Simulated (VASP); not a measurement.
BN:

```
N B
1.0
     2.49824    0.00000    0.00000
    -1.24912    2.16354    0.00000
     0.00000    0.00000    6.63570
N B
2 2
Direct
  0.66667 0.33333 0.25000
  0.33333 0.66667 0.75000
  0.66667 0.33333 0.75000
  0.33333 0.66667 0.25000
```

Base run:

| Property | Result |
| --- | --- |
| Program | VASP 6.6.1 |
| Functional | PBE |
| Potentials or basis | VASP PAW PBE potentials, release 64 (N, B) |
| Cutoff | 520 eV |
| k mesh | 12 × 12 × 4 |
| Occupations | gaussian, width 0.02 eV |
| Spin | no spin polarisation |

Its results: band gap on the k mesh 4.29 eV, indirect (least direct gap 4.66 eV); pressure 5.2 GPa.

Question: The run is repeated on the same cell with these changes: functional from PBE to r2SCAN. What comes out?

Answer: Band gap on the k mesh 4.89 eV, indirect (least direct gap 5.32 eV); pressure 1.5 GPa.

r2SCAN gives the wider gap, since meta-GGAs in the generalised Kohn-Sham scheme recover part of the derivative discontinuity.

Caveats: this functional lacks dispersion, which binds the layers, so the pressure and a relaxed spacing across them are unreliable (some runs); the PAW data sets were made with another functional, which shifts forces and pressure a little (some runs).

A k mesh can miss the band edges.
